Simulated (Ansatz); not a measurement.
# Ca under strains and displacements

The calculation used DFT PBE, scalar-relativistic, plane waves, PAW (Ansatz 0.2.0).

Plane waves to 420 eV, a k mesh through Γ of 10×10×10 on the computed 1-atom cell and Gaussian smearing (0.10 eV); no spin polarisation.

Reference cell:

```
CELL_PARAMETERS angstrom
3.48866 0.00000 0.00000
0.00000 3.48866 0.00000
0.00000 0.00000 3.48866
ATOMIC_POSITIONS crystal
Ca 0.00000 0.00000 0.00000
```

Each variant moves atoms of this cell by the vectors given, if any (Å), and then applies a symmetric strain (tensor components, Cartesian axes). The reference cell isn't relaxed at this level. Energies are per atom at zero smearing, counted from the lowest variant. Pressure is positive in compression.

1. strain (xx yy zz yz xz xy, %) 1.57 2.08 2.33 0.00 0.08 -0.50
2. strain (xx yy zz yz xz xy, %) 1.66 1.92 2.13 -0.31 0.17 -0.50
3. strain (xx yy zz yz xz xy, %) 9.26 0.26 0.26 0.00 0.00 0.00

```csv
variant,ΔE (meV/atom),P (GPa),space group
1,0.5,-0.43,P-1
2,0.0,-0.41,P-1
3,34.6,-0.49,P4/mmm
```

This simple cubic form isn't the element's structure at ambient conditions.